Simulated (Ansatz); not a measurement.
Name crystals whose computed values (PBEsol (plane waves, PAW; program Ansatz)) fall in these windows: electron conductivity mass (mₑ) 0.074 to 0.091; HSE06 gap (eV) 2.2 to 2.7.



```csv
crystal,electron conductivity mass (mₑ),HSE06 gap (eV)
"ZnTe, zinc blende",0.083,2.37
```
Others may fit too.

The cell was relaxed under the symmetry of its start. Scalar-relativistic: spin–orbit coupling is off unless named, which matters more the heavier the elements.

Potentials: the later of the program's two PAW sets.
